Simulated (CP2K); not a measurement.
**Ta under changes of volume**

One of the cells (18.010 Å³/atom); the others are scaled copies at fixed shape and fractional positions:

```
Ta
1.0
     2.86010    0.00000    0.00000
    -0.95337    2.69653    0.00000
    -0.95337   -1.34826    2.33526
Ta
1
Cartesian
  0.0000 0.0000 0.0000
```

| Property | Result |
| --- | --- |
| Program | CP2K 2026.2 |
| Functional | LDA |
| Potentials or basis | GTH_POTENTIALS Ta GTH-PADE-q13; TZVP-MOLOPT-PBE-GTH basis |
| Density cutoff | 6123 eV |
| k mesh | 11 × 11 × 11 |
| Occupations | fermi-dirac, width 0.1 eV |
| Spin | no spin polarisation |

```tsv
volume (Å³/atom)	energy over the lowest point (meV/atom)	pressure (GPa)
16.930	0.00	-10.4
17.290	24.05	-10.6
17.650	49.51	-11.4
18.010	77.38	-12.7
18.371	108.37	-14.2
18.731	?	?
19.091	181.51	-17.7
```

Question: What does the run at 18.731 Å³/atom give?

Answer: Energy over the lowest point 142.99 meV/atom; pressure -15.9 GPa.

Worked out: A Birch-Murnaghan fit of order 3 (a polynomial in V^(-2/3)) to the other rows has no minimum within the range. It gives 142.92 meV/atom at 18.731 Å³/atom, against the run's 142.99, and -dE/dV = -16.2 GPa, against -15.9.

Energies are extrapolated to zero smearing.

Caveats: the basis of atomic orbitals isn't converged, which shifts pressures, moduli and gaps.
